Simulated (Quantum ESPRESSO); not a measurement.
The system is KCl.

```xyz
2
Lattice="3.8392 0.0000 0.0000 0.0000 3.8392 0.0000 0.0000 0.0000 3.8392" Properties=species:S:1:pos:R:3 pbc="T T T"
K     0.0000    0.0000    0.0000
Cl    1.9196    1.9196    1.9196
```

Measurements of this composition are mostly on another form, of space group No. 225.

```yaml
Program: Quantum ESPRESSO 7.5
Task: single point
Functional: PBE
Potentials_or_basis: SSSP 1.3 efficiency PBE
Cutoff: 816 eV
Density_cutoff: 6531 eV
k_mesh: 7 × 7 × 7
Occupations: fermi-dirac, width 0.05 eV
Spin: no spin polarisation
```

On this cell: pressure -0.1 GPa; largest force zero by symmetry; band gap on the k mesh 4.82 eV, indirect (least direct gap 5.00 eV).

The same run follows on a disturbed copy (atoms moved at random, drawn with an rms of 0.05 Å):

```
K Cl
1.0
     3.83920    0.00000    0.00000
     0.00000    3.83920    0.00000
     0.00000    0.00000    3.83920
K Cl
1 1
Cartesian
  -0.0384 0.0216 0.0315
  1.8878 1.9110 1.9220
```

Q: What does the disturbed cell give?

A: The energy moves by +0.3 meV/atom; pressure -0.1 GPa; largest force 0.027 eV/Å; band gap on the k mesh 4.82 eV, indirect (least direct gap 5.00 eV).

Forces on the atoms (eV/Å):
```
K    0.004 -0.019 -0.018
Cl  -0.004  0.019  0.018
```

Caveats: an odd mesh through Γ misses points on the zone boundary, where band edges often lie.
